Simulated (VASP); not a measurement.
A run of VASP 6.6.1 is set up as follows.

The input POSCAR:

```
H
1.0
   -1.6915344700      1.6915344700      2.0584739900
    1.6915344700     -1.6915344700      2.0584739900
    1.6915344700      1.6915344700     -2.0584739900
H
2
Direct
    0.0961830000      0.0949540000      0.0224580000
    0.9170920000      0.8909110000      0.0100700000
```

File INCAR.step1:

```
PREC = Accurate
ENCUT = 500
EDIFF = 1E-5
ISMEAR = -5
SIGMA = 0.05
LREAL = F
LASPH = T
NELM = 80
ALGO = Normal
ISIF = 2
LWAVE = T
LCHARG = F
NBANDS = 8
GGA = PE
```

File INCAR.step2:

```
PREC = Accurate
ENCUT = 500
EDIFF = 1E-6
ISMEAR = -5
SIGMA = 0.05
LREAL = F
LASPH = T
NELM = 80
ALGO = Normal
ISIF = 2
LWAVE = F
LCHARG = F
GGA = PS
LHFCALC = T
HFSCREEN = 0.2
PRECFOCK = Fast
NBANDS = 8
ISTART = 1
```

Contents of KPOINTS:

```
Automatic mesh
0
Gamma
  6 6 6
```

Potentials or basis: VASP PAW PBE potentials, release 64 (H).

Launch:

```bash
$ cat potpaw_PBE.64/H/POTCAR > POTCAR
$ cp INCAR.step1 INCAR
$ mpirun -np 1 vasp_std > vasp.out
$ cp INCAR.step2 INCAR
$ mpirun -np 1 vasp_std > vasp.out
```

(1) Estimate the largest force.

(2) Estimate the band gap on the k mesh.

(3) Estimate the pressure.

Results:

(1) 0.489 eV/Å.

(2) 9.90 eV, indirect (least direct gap 10.79 eV).

(3) -1.0 GPa.

Caveat: the k mesh is coarse (spacing up to 0.44 Å⁻¹), so the values aren't converged, least of all with exact exchange; the PAW data sets were made with another functional, which shifts forces and pressure a little.
